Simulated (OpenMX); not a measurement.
Runs of OpenMX 3.8.5 on ZnS. It takes space group F-43m (No. 216, cubic). The conventional cell has a = 5.404 Å, b = 5.404 Å, c = 5.404 Å, α = 90.00°, β = 90.00°, γ = 90.00°. Around Zn (site symmetry -43m) lie 4 S at 2.34 Å. S (site symmetry -43m) has 4 Zn at 2.34 Å as nearest neighbours. 

```csv
potentials or basis,cell,k mesh,gap on the mesh (eV),pressure (GPa),largest force (eV/Å)
"OpenMX 2013 PBE set, Zn6.0H-s3p2d2, S7.0-s2p2d1f1, grid cutoff 500 Ry","atoms moved at random, drawn with an rms of 0.05 Å",7 × 7 × 7,2.31,5.3,0.46
"OpenMX 2013 PBE set, Zn6.0H-s3p2d2, S7.0-s2p2d1f1, grid cutoff 500 Ry","atoms moved at random, drawn with an rms of 0.05 Å",5 × 5 × 5,2.31,5.4,0.46
"OpenMX 2013 PBE set, Zn6.0H-s3p2d2f1, S7.0-s3p2d2f1, grid cutoff 500 Ry","atoms moved at random, drawn with an rms of 0.05 Å",9 × 9 × 9,2.20,4.8,0.45
"OpenMX 2013 PBE set, Zn6.0H-s3p2d2, S7.0-s2p2d1f1, grid cutoff 700 Ry",as given,7 × 7 × 7,(a),4.8,-
"OpenMX 2013 PBE set, Zn6.0H-s3p2d2, S7.0-s2p2d1f1, grid cutoff 500 Ry","atoms moved at random, drawn with an rms of 0.05 Å",9 × 9 × 9,2.31,5.3,0.46
"OpenMX 2013 PBE set, Zn6.0H-s3p2d2, S7.0-s2p2d1f1, grid cutoff 700 Ry","atom 2 moved by [0.0, -0.0354, -0.0354] A",7 × 7 × 7,2.31,-,0.35
"OpenMX 2013 PBE set, Zn6.0H-s2p2d1, S7.0-s2p2d1, grid cutoff 500 Ry","atoms moved at random, drawn with an rms of 0.05 Å",9 × 9 × 9,2.37,5.6,0.51
```

Alike in all rows: task single point; level PBE; no spin polarisation; smearing fermi-dirac 0.05 eV.

Q: Fill in the values left out.

A: (a) 2.36.

Caveats: the basis of atomic orbitals isn't converged, which shifts pressures, moduli and gaps; the transition metal has a single d function, too few for pressures, volumes and moments (some runs).

